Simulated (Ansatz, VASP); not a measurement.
# One calculation of InAs, two programs

```
In As
1.0
     0.00000    3.02400    3.26592
     3.02400    0.00000    3.26592
     3.02400    3.02400    0.00000
In As
1 1
Direct
  0.00000 0.00000 0.00000
  0.75000 0.75000 0.75000
```

Change from the starting cell: strain +0.000 along x and y, +0.080 along z, atoms carried along.

Alike in both runs: task single point; functional PBEsol; k mesh 14 × 14 × 14; occupations gaussian, width 0.15 eV; no spin polarisation.

|  | VASP | Ansatz |
| --- | --- | --- |
| version | VASP 6.6.1 | Ansatz 0.2.0 |
| potentials or method | VASP PAW PBE potentials, release 64 (In_d, As) | scalar-relativistic, plane waves, PAW |
| plane-wave cutoff (eV) | 520 | 420 |
| valence electrons in the cell | 18 | 28 |

VASP gave:

| Item | Value |
| --- | --- |
| gap on the k mesh at the Fermi level (eV) | none |
| pressure (GPa) | -2.8 |
| largest component of the traceless stress (GPa) | 2.06 |

Q: What did Ansatz give for the same quantities?

A: gap on the k mesh at the Fermi level (eV): none; pressure (GPa): -2.9; largest component of the traceless stress (GPa): 2.06.

A gap of «none» marks a metal or a gap that the smearing closes. The functional is the same, so the differences come from potentials, cutoffs and numerics. The two sets of potentials don't hold the same shells in valence.

Caveats: the PAW data sets were made with another functional, which shifts forces and pressure a little (VASP).
